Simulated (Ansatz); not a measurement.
# InP: relaxation step by step

The cell of InP is invented: random cell by space group and Wyckoff sites (Cmmm, No. 65). Lengths were set from tabulated atomic sizes, so they are only a guess.

```yaml
crystal:
  lattice:
    - [3.09469, -3.26105, 0.00000]
    - [3.09469, 3.26105, 0.00000]
    - [0.00000, 0.00000, 5.06112]
  atoms:
    - { symbol: In, position: [0.74528, 0.74528, 0.50000] }
    - { symbol: In, position: [0.25472, 0.25472, 0.50000] }
    - { symbol: P, position: [0.20284, 0.20284, 0.00000] }
    - { symbol: P, position: [0.79716, 0.79716, 0.00000] }
```

Computed with Ansatz 0.2.0, DFT PBE, scalar-relativistic, plane waves, PAW. Cutoff 420 eV, Gaussian smearing, Γ-centred meshes. Cell and atoms relax first on a coarse mesh and then on a finer one. In between, the cell is made exact in the group found at 0.06 Å. In metals the finer mesh still leaves noise of several meV/atom or more. The steps can't lower the symmetry of their start. No spin polarisation.

Steps on the 4×4×4 mesh (4 atoms, 12 steps). The free energy counts from the last step; the plane-wave basis is renewed at times, which shifts energy and pressure.

| step | ΔF (meV/atom) | V (Å³/atom) | P (GPa) | largest force component (eV/Å) |
| --- | --- | --- | --- | --- |
| 1 | 272.6 | 25.54 | -0.89 | 1.948 |
| 2 | 72.4 | 24.42 | -0.63 | 1.563 |
| 3 | 175.5 | 24.13 | 8.58 | 6.433 |
| 4 | 30.1 | 24.52 | -0.56 | 0.999 |
| 5 | 9.5 | 24.78 | 0.35 | 0.182 |
| 6 | 7.4 | 24.75 | 0.35 | 0.192 |
| 7 | 5.1 | 24.70 | 0.20 | 0.096 |
| 8 | 4.5 | 24.75 | -0.36 | 0.056 |
| 9 | 1.6 | 24.80 | -0.75 | 0.134 |
| 10 | 0.7 | 24.08 | 0.44 | 0.090 |
| 11 | 0.3 | 24.34 | 0.00 | 0.012 |
| 12 | 0.0 | 24.34 | 0.02 | 0.012 |

The relaxed structure, after a last relaxation on the converged mesh:

```
In P
1.0
     2.94719   -3.04650    0.00000
     2.94719    3.04650    0.00000
     0.00000    0.00000    5.53308
In P
2 2
Direct
  0.25577 0.74423 0.50000
  0.74423 0.25577 0.50000
  0.82942 0.17058 0.00000
  0.17058 0.82942 0.00000
```

The symmetry stays Cmmm (No. 65). The volume per atom shrinks by 2.7 %, from 25.5 to 24.8 Å³. The shortest distance goes from 2.51 Å (P–P) to 2.08 Å (P–P). The energy falls by about 0.26 eV/atom (the start's value is from the coarse mesh). The end is written in a standard setting, so origin, axes and order of atoms can differ from the start's. Around In lie 2 P at 2.81 Å and 4 In at 2.95–3.12 Å; around P lie 1 P at 2.08 Å and 2 In at 2.81 Å.

```
Volume per atom                            : 24.84 Å³
Density                                    : 4.87 g/cm³
Formation energy                           : +0.21 eV/atom
Gap on the 12×12×8 mesh of the 4-atom cell : 0 eV (a metal)
```

Formation energies are uncorrected and refer to the elements' standard structures at the same level. The references include black phosphorus.

The last run used Gaussian smearing of 0.10 eV. The reference form of P is held partly by dispersion forces, which this level lacks. Symmetry constrained the relaxation, so the result can be a saddle point. In all, the 3 runs took 3.2 min on 1 thread of AMD EPYC 7R43 64-Core Processor (Zen 3) (shared host). Another cell of InP relaxed alike, in F-43m (a cell as deposited in COD), lies 0.46 eV/atom lower, so this cell isn't the stable form at this level.
